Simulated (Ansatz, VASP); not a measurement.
## Ga in VASP and in Ansatz

The input INCAR:

```
PREC = Accurate
ENCUT = 520
EDIFF = 1E-7
ISMEAR = 0
SIGMA = 0.1
LREAL = F
LASPH = T
NELM = 60
ALGO = Fast
ISIF = 2
LWAVE = F
LCHARG = F
GGA = PS
NBANDS = 48
```

The input KPOINTS:

```
Automatic mesh
0
Gamma
  8 8 8
```

POSCAR

```
Ga
1.0
   -3.0426875718      3.0426875718      3.0426875718
    3.0426875718     -3.0426875718      3.0426875718
    3.0426875718      3.0426875718     -3.0426875718
Ga
6
Direct
    0.2500000000      0.6250000000      0.3750000000
    0.3750000000      0.2500000000      0.6250000000
    0.7500000000      0.8750000000      0.1250000000
    0.1250000000      0.7500000000      0.8750000000
    0.6250000000      0.3750000000      0.2500000000
    0.8750000000      0.1250000000      0.7500000000
```

Input for Ansatz:

```yaml
crystal:
  lattice:
    - [-3.0426875718, 3.0426875718, 3.0426875718]
    - [3.0426875718, -3.0426875718, 3.0426875718]
    - [3.0426875718, 3.0426875718, -3.0426875718]
  atoms:
    - { symbol: Ga, position: [0.25, 0.625, 0.375] }
    - { symbol: Ga, position: [0.375, 0.25, 0.625] }
    - { symbol: Ga, position: [0.75, 0.875, 0.125] }
    - { symbol: Ga, position: [0.125, 0.75, 0.875] }
    - { symbol: Ga, position: [0.625, 0.375, 0.25] }
    - { symbol: Ga, position: [0.875, 0.125, 0.75] }
basis:
  ecutwfc: 420
kpoints:
  mp_grid: { grid: [8, 8, 8] }
hamiltonian:
  xc: pbesol
scf:
  occupations: { method: gaussian, width: 0.1 }
output:
  forces: true
  stress: true
  eigenvalues: true
```

Alike in both runs: task single point; functional PBEsol; k mesh 8 × 8 × 8; occupations gaussian, width 0.1 eV; no spin polarisation.

|  | VASP | Ansatz |
| --- | --- | --- |
| version | VASP 6.6.1 | Ansatz 0.2.0 |
| potentials or method | VASP PAW PBE potentials, release 64 (Ga_d) | scalar-relativistic, plane waves, PAW |
| plane-wave cutoff (eV) | 520 | 420 |
| valence electrons in the cell | 78 | 78 |

|  | VASP | Ansatz | Ansatz less VASP |
| --- | --- | --- | --- |
| gap on the k mesh at the Fermi level (eV) | none | none | - |
| pressure (GPa) | -3.0 | -3.1 | -0.07 |

A gap of «none» marks a metal or a gap that the smearing closes.

Caveats: the PAW data sets were made with another functional, which shifts forces and pressure a little (VASP).
